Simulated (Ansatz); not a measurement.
MoTe2 and the effect of the Hubbard U on Mo d

```yaml
crystal:
  lattice:
    - [3.51820, 0.00000, 0.00000]
    - [-1.75910, 3.04685, 0.00000]
    - [0.00000, 0.00000, 13.97360]
  atoms:
    - { symbol: Te, position: [0.66667, 0.33333, 0.37900] }
    - { symbol: Te, position: [0.33333, 0.66667, 0.87900] }
    - { symbol: Te, position: [0.66667, 0.33333, 0.12100] }
    - { symbol: Te, position: [0.33333, 0.66667, 0.62100] }
    - { symbol: Mo, position: [0.66667, 0.33333, 0.75000] }
    - { symbol: Mo, position: [0.33333, 0.66667, 0.25000] }
```

Kept alike: task projected density of states; functional PBEsol; k mesh 9 × 9 × 2; occupations fermi-dirac, width 0.05 eV; no spin polarisation. Program: Ansatz, Ansatz PAW, cutoff 420 eV. The mesh is that of the run's cell of 6 atoms. No spin-orbit coupling.

```csv
"Hubbard U on Mo d, U (eV)",pressure (GPa)
0,-1.10
1,-1.22
2,-1.35
3,-1.47
4,-1.59
5,-1.71
6,-1.77
8,3.14
```

Pressure is positive in compression, with a Pulay correction for the finite cutoff. U acts here on a shell without spin polarisation. The pressure doesn't move evenly along the series, which may be noise of the runs. How U acts hangs on the program's projectors. All rows use potentials made for PBE. U is the effective U - J on orthogonalised atomic projectors. Double counting: fully localised limit (the default).

Q: What does the Hubbard U on Mo d change here?

A: The pressure runs from -1.77 (6) to 3.14 GPa (8).
